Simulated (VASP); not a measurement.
Set up this calculation in VASP 6.6.1, as the native input.

```
Task                   : single point
Functional             : PBEsol
Potentials or basis    : VASP PAW PBE potentials, release 64 (Lu, H)
Cutoff                 : 520 eV
k mesh                 : 9 × 9 × 9
Occupations            : gaussian, width 0.05 eV
Spin                   : no spin polarisation
Further INCAR settings : ALGO = Normal; EDIFF = 1e-07
```

The structure of LuH2 lies in POSCAR:

```
LuH2
3.5589
    0.000000000000      0.707100508584      0.707100508584
    0.707100508584      0.000000000000      0.707100508584
    0.707100508584      0.707100508584      0.000000000000
Lu H
1 2
Direct
    0.0000000000      0.0000000000      0.0000000000
    0.7500000000      0.7500000000      0.7500000000
    0.2500000000      0.2500000000      0.2500000000
```

One way to write it, as run:

INCAR

```
PREC = Accurate
ENCUT = 520
EDIFF = 1E-7
ISMEAR = 0
SIGMA = 0.05
LREAL = F
LASPH = T
NELM = 60
ALGO = Normal
ISIF = 2
LWAVE = F
LCHARG = T
GGA = PS
LELF = T
LVHAR = T
```

KPOINTS

```
regular mesh
0
Gamma
  9 9 9
```

Potentials or basis: VASP PAW PBE potentials, release 64 (Lu, H).

The run is started by

```sh
$ cat potpaw_PBE.64/Lu/POTCAR potpaw_PBE.64/H/POTCAR > POTCAR
$ mpirun -np 1 vasp_std > vasp.out
```

Results of the run:

```
Pressure               : -3.8 GPa
Band gap on the k mesh : none (metal or under the smearing width)
```

Caveat: the PAW data sets were made with another functional, which shifts forces and pressure a little.

It took 14 s on 1 thread of Intel(R) Xeon(R) 6975P-C (Granite Rapids), on a shared host, peak memory 0.17 GiB.
